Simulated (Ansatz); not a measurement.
# SiC: a tetragonal deformation path

The task here is to estimate one member of a computed series from the others.

The COD entry's cell or inner coordinates are ideal or old and differ from later refinements, so a difference from it is no clean test against experiment.

Method: DFT r2SCAN, scalar-relativistic, plane waves, PAW, in Ansatz 0.2.0.

## The structure to begin with

The structure is cubic, space group F-43m (No. 216). The conventional cell has a = 4.348 Å, b = 4.348 Å, c = 4.348 Å, α = 90.00°, β = 90.00°, γ = 90.00°. Si (site symmetry -43m) is surrounded by 4 C at 1.88 Å. Around C (site symmetry -43m) lie 4 Si at 1.88 Å.

Structure file:

```
Si C
1.0
     0.00000    2.17400    2.17400
     2.17400    0.00000    2.17400
     2.17400    2.17400    0.00000
Si C
1 1
Direct
  0.00000 0.00000 0.00000
  0.75000 0.75000 0.75000
```

No relaxation comes first: the listed cell is the starting point.

Set-up of the first run:

At fixed volume and fractional coordinates, lengths along (0.000, 0.000, 1.000) are scaled against those across it; ρ is that ratio over its starting value.

File input.yaml:

```yaml
crystal:
  lattice:
    - [0.0, 2.4403553397, 1.7253312252]
    - [2.4403553397, 0.0, 1.7253312252]
    - [2.4403553397, 2.4403553397, 0.0]
  atoms:
    - { symbol: Si, position: [0.0, 0.0, 0.0] }
    - { symbol: C, position: [0.75, 0.75, 0.75] }
basis:
  ecutwfc: 500
kpoints:
  mp_grid: { grid: [12, 12, 12] }
hamiltonian:
  xc: r2scan
scf:
  occupations: { method: gaussian, width: 0.05 }
output:
  forces: true
  stress: true
  eigenvalues: true
```

Run with:

```bash
ansatz run input.yaml --threads 1 --pin off --max-ram 2560MiB --backend cpu --events-out ev --progress --plain --runs-dir out
```

Steps of the session up to this table: ρ = 0.707; At ρ = 1.414; At ρ = 0.850; ρ = 1.200; ρ = 0.780; At ρ = 1.300; At ρ = 0.920; Point ρ = 1.100; ρ = 0.650; ρ = 1.500; Point ρ = 0.960; At ρ = 1.050.

One table of the session follows, with a row left open; its other results are not shown here.

It belongs to the step «The scan collected». 

```
    ρ  ΔE (meV/atom)  pressure (GPa)  gap on the mesh (eV)
0.650          687.0           -11.5                  0.00
0.707          478.5            -7.9                  0.00
0.780          268.6            -3.8                  0.00
0.850          126.8            -0.9                  0.27
0.920           37.1             0.8                  0.88
0.960            9.4             1.2                  1.28
1.000            0.0             1.3                  1.71
1.050           15.2             1.2                  1.44
1.100           61.8             0.8                  1.16
1.200              ?               ?                     ?
1.300          567.7            -1.4                  0.00
1.414         1058.7            -1.6                  0.00
1.500         1434.1            -0.2                  0.00
```

Estimate the missing values for ρ = 1.200.

Worked estimate for «ΔE (meV/atom)». A straight line through the neighbours (1.100, 61.8) and (1.300, 567.7) gives 61.8 + (567.7 − 61.8) × (1.200 − 1.100) / (1.300 − 1.100) = 314.7; a parabola fitted to 4 rows on both sides gives 257.3.

**Answer.** ΔE (meV/atom): 251.4; pressure (GPa): -0.4; gap on the mesh (eV): 0.59. In «ΔE (meV/atom)» the line misses by +63.3 and the parabola by +5.9.

Where the gap reads zero, the mesh chosen for the insulator is on the coarse side.
